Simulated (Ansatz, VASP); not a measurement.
# Lu in VASP and in Ansatz

INCAR

```
PREC = Accurate ; ENCUT = 520
EDIFF = 1E-7 ; ISMEAR = -1
SIGMA = 0.05 ; LREAL = F
LASPH = T ; NELM = 60
ALGO = Normal ; ISIF = 2
LWAVE = F ; LCHARG = F
GGA = PE ; NBANDS = 18
```

Contents of KPOINTS:

```
regular mesh
0
Gamma
  10 10 10
```

File POSCAR:

```
Lu
1.0
   -1.9409919008      1.9409919008      1.9409919008
    1.9409919008     -1.9409919008      1.9409919008
    1.9409919008      1.9409919008     -1.9409919008
Lu
1
Direct
    0.0000000000      0.0000000000      0.0000000000
```

The input input.yaml:

```yaml
crystal:
  lattice:
    - [-1.9409919008, 1.9409919008, 1.9409919008]
    - [1.9409919008, -1.9409919008, 1.9409919008]
    - [1.9409919008, 1.9409919008, -1.9409919008]
  atoms:
    - { symbol: Lu, position: [0.0, 0.0, 0.0] }
hamiltonian:
  xc: pbe
  pseudopotentials: { kind: paw }
kpoints:
  mp_grid: { grid: [10, 10, 10] }
scf:
  occupations: { method: fermi_dirac, width: 0.05 }
output:
  forces: true
  stress: true
  eigenvalues: true
  write_density: true
  write_potential: true
  elf: true
  volumetric_format: npy
```

Change from the starting cell: volume scaled by 0.98.

Alike in both runs: task single point; functional PBE; k mesh 10 × 10 × 10; occupations fermi-dirac, width 0.05 eV; no spin polarisation.

```csv
,VASP,Ansatz
version,VASP 6.6.1,Ansatz 0.2.0
potentials or method,"VASP PAW PBE potentials, release 64 (Lu)",Ansatz PAW
plane-wave cutoff (eV),520,420
valence electrons in the cell,25,25
```

|  | VASP | Ansatz | Ansatz less VASP |
| --- | --- | --- | --- |
| gap on the k mesh at the Fermi level (eV) | none | none | - |
| pressure (GPa) | 0.6 | 0.5 | -0.13 |

A gap of «none» marks a metal or a gap that the smearing closes. The functional is the same, so the differences come from potentials, cutoffs and numerics.

The runs have no spin-orbit coupling, so splittings on Lu are missing.
